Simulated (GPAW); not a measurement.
Crystal: ZnS (Wurtzite-2H).

```xyz
4
Lattice="3.8110 0.0000 0.0000 -1.9055 3.3004 0.0000 0.0000 0.0000 6.2340" Properties=species:S:1:pos:R:3 pbc="T T T"
Zn    1.9055    1.1001    3.1170
Zn    0.0000    2.2003    0.0000
S     1.9055    1.1001    5.5171
S     0.0000    2.2003    2.4001
```

Base run:

* Program: GPAW 26.7.0
* Functional: SCAN
* Potentials or basis: GPAW PAW data sets (gpaw-data 1.2.1)
* Cutoff: 600 eV
* Basis: pw
* k mesh: 6 × 6 × 3
* Occupations: fermi-dirac, width 0.05 eV
* Spin: no spin polarisation

Its results: band gap on the k mesh 2.75 eV, direct; largest force 0.320 eV/Å.

The run is repeated on the same cell with these changes: functional from SCAN to PBE; basis from pw to lcao:dzp. What comes out?

Band gap on the k mesh 2.24 eV, direct; largest force 0.340 eV/Å.

Several settings changed at once, so the effect can't be laid on one alone.

Caveats: the PAW data sets were made with another functional, which shifts forces and pressure a little (some runs); the real-space grid adds noise to forces (some runs); the basis of atomic orbitals isn't converged, which shifts pressures, moduli and gaps (some runs).
